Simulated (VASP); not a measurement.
# MgO (Fm-3m) in VASP: relaxation of cell and atoms with PBE

Aim: the relaxation of cell and atoms of MgO with PBE.

Everything below comes from runs of VASP 6.6.1. Logs are shortened: lines on timing, memory, paths and dates and some standing lists are left out, and cuts for length are marked.

### Step 1. Starting point

It takes space group Fm-3m (No. 225, cubic). Conventional cell: a = 4.217 Å, b = 4.217 Å, c = 4.217 Å, α = 90.00°, β = 90.00°, γ = 90.00°. Around Mg (site symmetry m-3m) lie 6 O at 2.11 Å. O (site symmetry m-3m) is surrounded by 6 Mg at 2.11 Å.

### Step 2. Relaxation of cell and atoms, PBE

File INCAR:

```
  PREC = Accurate
  ENCUT = 600
  EDIFF = 1E-7
  ISMEAR = 0
  SIGMA = 0.02
  LREAL = F
  LASPH = T
  NELM = 100
  ALGO = Normal
  ISIF = 3
  LWAVE = F
  LCHARG = F
  GGA = PE
  IBRION = 2
  NSW = 80
  EDIFFG = -0.004
```

File KPOINTS:

```
regular mesh
0
Gamma
  10 10 10
```

File POSCAR:

```
MgO
1.0
    0.0000000000      2.1085000000      2.1085000000
    2.1085000000      0.0000000000      2.1085000000
    2.1085000000      2.1085000000      0.0000000000
Mg O
1 1
Direct
    0.0000000000      0.0000000000      0.0000000000
    0.5000000000      0.5000000000      0.5000000000
```

Potentials or basis: VASP PAW PBE potentials, release 64 (Mg, O).

Started as:

```console
> cat potpaw_PBE.64/Mg/POTCAR potpaw_PBE.64/O/POTCAR > POTCAR
> mpirun -np 1 vasp_std > vasp.out
```

OUTCAR:

```text
PREC = Accurate
   ENCUT = 600
   EDIFF = 1E-7
   ISMEAR = 0
   LREAL = F
   LASPH = T
   NELM = 100
   ISIF = 3
   GGA = PE
   IBRION = 2
   NSW = 80
   EDIFFG = -0.004

 ion  position               nearest neighbor table
   1  0.000  0.000  0.000-   2 2.11   2 2.11   2 2.11   2 2.11   2 2.11   2 2.11
   2  0.500  0.500  0.500-   1 2.11   1 2.11   1 2.11   1 2.11   1 2.11   1 2.11

  LATTYP: Found a face centered cubic cell.
 ALAT       =     4.2170000000

  Lattice vectors:

 A1 = (   0.0000000000,   2.1085000000,   2.1085000000)
 A2 = (   2.1085000000,   0.0000000000,   2.1085000000)
 A3 = (   2.1085000000,   2.1085000000,   0.0000000000)

Analysis of symmetry for initial positions (statically):
=====================================================================
 Subroutine PRICEL returns:
 Original cell was already a primitive cell.

 Routine SETGRP: Setting up the symmetry group for a
 face centered cubic supercell.

 Subroutine GETGRP returns: Found 48 space group operations
 (whereof 48 operations were pure point group operations)
 out of a pool of 48 trial point group operations.

The static configuration has the point symmetry O_h .

Analysis of symmetry for dynamics (positions and initial velocities):
=====================================================================
 Subroutine PRICEL returns:
 Original cell was already a primitive cell.

 Routine SETGRP: Setting up the symmetry group for a
 face centered cubic supercell.

 Subroutine GETGRP returns: Found 48 space group operations
 (whereof 48 operations were pure point group operations)
 out of a pool of 48 trial point group operations.

The dynamic configuration has the point symmetry O_h .

 Subroutine INISYM returns: Found 48 space group operations
 (whereof 48 operations are pure point group operations),
 and found     1 'primitive' translations

----------------------------------------------------------------------------------------

                                     Primitive cell

  volume of cell :      18.7478

  direct lattice vectors                    reciprocal lattice vectors
     0.000000000  2.108500000  2.108500000    -0.237135404  0.237135404  0.237135404
     2.108500000  0.000000000  2.108500000     0.237135404 -0.237135404  0.237135404
     2.108500000  2.108500000  0.000000000     0.237135404  0.237135404 -0.237135404

  length of vectors
     2.981869296  2.981869296  2.981869296     0.410730569  0.410730569  0.410730569

  position of ions in fractional coordinates (direct lattice)
     0.000000000  0.000000000  0.000000000
     0.500000000  0.500000000  0.500000000

  ion indices of the primitive-cell ions
   primitive index   ion index
                 1           1
                 2           2

----------------------------------------------------------------------------------------

 KPOINTS: regular mesh

Automatic generation of k-mesh.
 Grid dimensions read from file:
 generate k-points for:   10   10   10

 Generating k-lattice:

  Cartesian coordinates                     Fractional coordinates (reciprocal lattice)
    -0.023713540  0.023713540  0.023713540     0.100000000  0.000000000  0.000000000
     0.023713540 -0.023713540  0.023713540     0.000000000  0.100000000  0.000000000
     0.023713540  0.023713540 -0.023713540     0.000000000  0.000000000  0.100000000

  Length of vectors
     0.041073057  0.041073057  0.041073057

  Shift w.r.t. Gamma in fractional coordinates (k-lattice)
     0.000000000  0.000000000  0.000000000

 Subroutine IBZKPT returns following result:
 ===========================================

 Found     47 irreducible k-points:

 Following reciprocal coordinates:
            Coordinates               Weight
  0.000000  0.000000  0.000000      1.000000
  0.100000  0.000000  0.000000      8.000000
  0.200000  0.000000  0.000000      8.000000
  0.300000  0.000000  0.000000      8.000000
  0.400000  0.000000  0.000000      8.000000
  0.500000  0.000000  0.000000      4.000000
[... 16 lines left out ...]
  0.300000  0.300000  0.000000      6.000000
  0.400000  0.300000  0.000000     24.000000
 [... further k-points ...]
   k-points           NKPTS =     47   k-points in BZ     NKDIM =     47   number of bands    NBANDS=      8
   number of dos      NEDOS =    301   number of ions     NIONS =      2
   total plane-waves  NPLWV =  13824
   dimension x,y,z NGX =    24 NGY =   24 NGZ =   24
   dimension x,y,z NGXF=    48 NGYF=   48 NGZF=   48
   ions per type =               1   1
   NGX,Y,Z   is equivalent  to a cutoff of  13.38, 13.38, 13.38 a.u.
   NGXF,Y,Z  is equivalent  to a cutoff of  26.76, 26.76, 26.76 a.u.
 SYSTEM =  unknown system
   PREC   = accura    normal or accurate (medium, high low for compatibility)
   ISTART =      0    job   : 0-new  1-cont  2-samecut
   ICHARG =      2    charge: 1-file 2-atom 10-const
   ISPIN  =      1    spin polarized calculation?
   LNONCOLLINEAR =      F non collinear calculations
   LSORBIT =      F    spin-orbit coupling
   LASPH  =      T    aspherical Exc in radial PAW
   ENCUT  =  600.0 eV  44.10 Ry    6.64 a.u.   5.96  5.96  5.96*2*pi/ulx,y,z
   NELM   =    100;   NELMIN=  2; NELMDL= -5     # of ELM steps
   EDIFF  = 0.1E-06   stopping-criterion for ELM
   LREAL  =      F    real-space projection
   EDIFFG = -.4E-02   stopping-criterion for IOM
   NSW    =     80    number of steps for IOM
   IBRION =      2    ionic relax: 0-MD 1-quasi-New 2-CG
   NFREE  =      1    steps in history (QN), initial steepest desc. (CG)
   ISIF   =      3    stress and relaxation
   ISYM   =      2    0-nonsym 1-usesym 2-fastsym
   POTIM  = 0.5000    time-step for ionic-motion
   TEBEG  =    0.0;   TEEND  =   0.0 temperature during run
   PSTRESS=    0.0 pullay stress
   NELECT =       8.0000    total number of electrons
   NUPDOWN=      -1.0000    fix difference up-down
   EMIN   =  10.00;   EMAX   =-10.00  energy-range for DOS
   EFERMI =   0.00;   METHOD = LEGACY
   ISMEAR =     0;   SIGMA  =   0.02  broadening in eV -4-tet -1-fermi 0-gaus
   EFERMI_NEDOS =   21; number of points for ismear=-14 and -15
   IALGO  =     38    algorithm
   IMIX   =      4    mixing-type and parameters
     AMIX     =   0.40;   BMIX     =  1.00
     AMIX_MAG =   1.60;   BMIX_MAG =  1.00
  volume/ion in A,a.u.               =       9.37        63.26
  Fermi-wavevector in a.u.,A,eV,Ry     =   1.232503  2.329092 20.668107  1.519063
  Thomas-Fermi vector in A             =   2.367270
   LORBIT       =      0    0 simple, 1 ext, 2 COOP (PROOUT), +10 PAW based schemes
   GGA     = PE    functional components
   LHFCALC =     F    Hartree Fock is set to
   AEXX    =    0.0000 exact exchange contribution
   IVDW    =     0    specifies the selected vdW correction
   LEPSILON=     F    determine dielectric tensor
   LRPA    =     F    only Hartree local field effects (RPA)
 conjugate gradient relaxation of ions
 non-spin polarized calculation
 Gauss-broadening in eV      SIGMA  =   0.02
  energy-cutoff  :      600.00
  volume of cell :       18.75
 maximum number of plane-waves:       636
   NGX = 11   NGY = 11   NGZ = 11

--------------------------------------- Ionic step        1  -------------------------------------------

 number of electron       8.0000005 magnetization

 Free energy of the ion-electron system (eV)
  ---------------------------------------------------
  ext. energy  EPLUGINS =         0.00000000
  ---------------------------------------------------
  free energy    TOTEN  =       -11.91055217 eV

  energy without entropy =      -11.91055217  energy(sigma->0) =      -11.91055217

------------------------ aborting loop because EDIFF is reached ----------------------------------------

  FORCE on cell =-STRESS in cart. coord.  units (eV):
  Direction    XX          YY          ZZ          XY          YZ          ZX
  --------------------------------------------------------------------------------------
  -------------------------------------------------------------------------------------
  Total        0.3649951      0.3649951      0.3649951     -0.0000000      0.0000000      0.0000000
  in kB       31.1922589     31.1922589     31.1922589     -0.0000000      0.0000000      0.0000000
  external PRESSURE =      31.1922589 kB  Pullay stress =       0.0000000 kB
[... 57 lines left out ...]
  energy  without entropy=      -11.9137451592  energy(sigma->0) =      -11.91374516

--------------------------------------- Ionic step        3  -------------------------------------------

 number of electron       8.0000005 magnetization

 Free energy of the ion-electron system (eV)
  ---------------------------------------------------
  ext. energy  EPLUGINS =         0.00000000
  ---------------------------------------------------
  free energy    TOTEN  =       -11.91413018 eV

  energy without entropy =      -11.91413018  energy(sigma->0) =      -11.91413018

 E-fermi :   3.1272     XC(G=0): -10.9687

 val. band max:        3.0127437079   @ k =   0.0000   0.0000   0.0000
 cond. band min:       7.5172691447   @ k =   0.0000   0.0000   0.0000
 fundamental gap:      4.5045254368
 Fermi energy:         3.1271825803

 k-point     1 :       0.0000    0.0000    0.0000
  band No.  band energies     occupation
      1     -14.1324      2.00000
      2       3.0127      2.00000
      3       3.0127      2.00000
      4       3.0127      2.00000
      5       7.5173      0.00000
      6      18.6827      0.00000
      7      18.6827      0.00000
      8      18.6827      0.00000
[... 243 lines left out ...]
 k-point    24 :       0.4000    0.3000    0.0000
  band No.  band energies     occupation
      1     -12.9476      2.00000
      2      -0.4868      2.00000
      3       1.7434      2.00000
      4       1.9562      2.00000
      5      12.3594      0.00000
      6      13.1174      0.00000
      7      16.3693      0.00000
      8      20.8870      0.00000

 [... further k-points ...]

------------------------ aborting loop because EDIFF is reached ----------------------------------------

  FORCE on cell =-STRESS in cart. coord.  units (eV):
  Direction    XX          YY          ZZ          XY          YZ          ZX
  --------------------------------------------------------------------------------------
  -------------------------------------------------------------------------------------
  Total        0.0004295      0.0004295      0.0004295      0.0000000      0.0000000      0.0000000
  in kB        0.0359871      0.0359871      0.0359871      0.0000000      0.0000000      0.0000000
  external PRESSURE =       0.0359871 kB  Pullay stress =       0.0000000 kB
[... 17 lines left out ...]
  FREE ENERGIE OF THE ION-ELECTRON SYSTEM (eV)
  ---------------------------------------------------
  free  energy   TOTEN  =       -11.9141301803 eV

  energy  without entropy=      -11.9141301803  energy(sigma->0) =      -11.91413018

 reached required accuracy - stopping structural energy minimisation
```

Run time: 18 s. Hardware: 1 thread of Intel Xeon Platinum 8488C (Sapphire Rapids), shared host; peak memory 0.14 GiB.

What came out:

- Free energy: -11.9141 eV
- Relaxed volume: 9.56 Å³/atom
- Relaxed cell: a = 3.002 Å, b = 3.002 Å, c = 3.002 Å, α = 60.00°, β = 60.00°, γ = 60.00°
- Space group after relaxing (to 0.05 Å): Fm-3m (No. 225)
- Energy gained by relaxing: 1.8 meV/atom
- Ionic steps: 3
- Pressure after relaxing: 0.0 GPa
- Band gap on the k mesh: 4.50 eV, direct

The path:
```
step  energy change (eV)  largest force (eV/Å)  pressure (GPa)  volume (Å³)
   1              0.0000                0.0000            3.12        18.75
   2             -0.0032                0.0000           -0.97        19.25
   3             -0.0036                0.0000            0.00        19.12
```

Final structure:
```
Mg O
1.0
     0.00000    2.12242    2.12242
     2.12242    0.00000    2.12242
     2.12242    2.12242    0.00000
Mg O
1 1
Direct
  0.00000 0.00000 0.00000
  0.50000 0.50000 0.50000
```

Levels at points of the mesh, in eV from the valence-band top:
```tsv
k point	band 1	band 2	band 3	band 4	band 5	band 6	band 7	band 8
(0.00, 0.00, 0.00)	-17.15	0.00	0.00	0.00	4.50	15.67	15.67	15.67
(0.50, 0.00, 0.00)	-15.92	-4.52	-0.63	-0.63	7.75	12.34	16.07	16.07
(0.50, 0.50, 0.00)	-15.67	-3.99	-1.32	-1.32	9.09	9.72	12.85	18.62
```
